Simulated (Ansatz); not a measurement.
Polymorphs of Mg5Te2

Method: DFT PBE, scalar-relativistic, plane waves, PAW in Ansatz. Settings: cutoff 420 eV, Γ-centred meshes spaced at most about 0.3 Å⁻¹, and about 0.25 Å⁻¹ or finer for metals (2π included), Gaussian smearing. No spin polarisation.

The zero of energy is the elements' standard structures at the same level; no fitted shifts are applied.

These are static total energies at zero pressure. Larger cells and other orderings weren't all tried, so the list isn't exhaustive. For metals, differences of a few meV/atom aren't resolved. Spin–orbit coupling, which can matter for Te, is left out. The reference form of Te is held partly by dispersion forces, which this level lacks.

Invented guesses were relaxed alike, and ends that match in structure were merged. ΔE counts from the first row. Coordination counts Mg atoms around Te (those within 1.25 times the shortest such distance or 1.15 times the sum of covalent radii; a plus sign parts nearer from farther groups; a slash parts the counts of unlike sites). The ends were matched against large subsets of the Crystallography Open Database and the Materials Project, so a missing match doesn't prove that a structure is unreported.

```csv
#,reached from,type and space group,atoms,Å³/atom,coordination,ΔE (meV/atom),gap on mesh (eV),in databases
1,"a relaxed cell, shaken at random and relaxed again",P-1 (No. 2),14,27.6,Te 5+1/6,0,0.00,no match
2,a cell proposed by chemical analogy,P-3m1 (No. 164),7,27.6,Te 6+1,47,0.00,no match
3,a cell proposed by chemical analogy,R-3m (No. 166),7,27.7,Te 6,52,0.00,no match
4,random cell,R3m (No. 160),7,26.1,Te 7/3+6,83,0.00,no match
5,random cell,P4/mmm (No. 123),7,26.0,Te 8/12,84,0.00,no match
6,random cell,R-3m (No. 166),7,25.7,Te 8/6+6,90,0.00,no match
7,random cell,P4/mmm (No. 123),7,26.0,Te 10,107,0.00,no match
```

The lowest: Space group P-1 (No. 2), triclinic, a = 4.180 Å, b = 7.348 Å, c = 12.668 Å, α = 97.3°, β = 90.2°, γ = 90.0°. Mg on its first site has 1 Mg at 2.92 Å, 2 Te at 2.97 Å and 5 Mg at 3.37–3.52 Å; Mg on its second site has 3 Te at 2.86 Å, 1 Mg at 2.94 Å and 2 Mg at 3.18–3.20 Å; Mg on its third site has 9 Mg at 2.92–3.39 Å; around Mg on its fourth site lie 7 Mg at 3.10–3.24 Å, 1 Te at 3.34 Å and 1 Mg at 3.48 Å; Te on its first site is surrounded by 6 Mg at 2.86–3.02 Å; 2 more sites not described. Its energy over the elements is −0.31 eV/atom. Whether it is stable depends on the other phases of the system, which aren't compared here. An observed structure of this formula, if there is one, may be missing.

```
Mg Te
1.0
     4.17994    0.00000    0.00000
    -0.00450    7.34797    0.00000
    -0.04352   -1.61056   12.56470
Mg Te
10 4
Direct
  0.24587 0.96716 0.19329
  0.74825 0.35090 0.25450
  0.74843 0.16900 0.03393
  0.24929 0.50224 0.09670
  0.75413 0.03284 0.80671
  0.25175 0.64910 0.74550
  0.25157 0.83100 0.96607
  0.75071 0.49776 0.90329
  0.24930 0.25533 0.48780
  0.75070 0.74467 0.51220
  0.74749 0.03008 0.36070
  0.24881 0.56538 0.36234
  0.25251 0.96992 0.63929
  0.75119 0.43462 0.63766
```

The second: Space group P-3m1 (No. 164), trigonal, a = 4.243 Å, c = 12.381 Å. Around Mg on a site of symmetry 3m lie 3 Te at 2.98 Å, 3 Mg at 3.11 Å and 1 Mg at 3.59 Å; Mg on a second site of symmetry 3m is surrounded by 6 Mg at 2.97–3.11 Å, 1 Mg at 3.59 Å and 1 Te at 3.61 Å; Mg on a site of symmetry -3m is surrounded by 6 Te at 3.01 Å; around Te lie 6 Mg at 2.98–3.01 Å and 1 Mg at 3.61 Å. Counting Mg atoms around Te, the first has Te 5+1/6 and the second has Te 6+1. Cells relaxed within their symmetry can be saddle points.

```cif
data_structure
_symmetry_space_group_name_H-M 'P-3m1'
_symmetry_Int_Tables_number 164
_cell_length_a 4.2427
_cell_length_b 4.2427
_cell_length_c 12.3807
_cell_angle_alpha 90.000
_cell_angle_beta 90.000
_cell_angle_gamma 120.000
_cell_volume 193.00
loop_
_atom_site_label
_atom_site_type_symbol
_atom_site_symmetry_multiplicity
_atom_site_Wyckoff_symbol
_atom_site_fract_x
_atom_site_fract_y
_atom_site_fract_z
_atom_site_occupancy
Mg1 Mg 2 d 0.33333 0.66667 0.72262 1
Mg2 Mg 2 d 0.66667 0.33333 0.56759 1
Mg3 Mg 1 a 0.00000 0.00000 0.00000 1
Te1 Te 2 d 0.66667 0.33333 0.85923 1
```

Some candidate types were left out of the draw beforehand, so a known form may be missing.
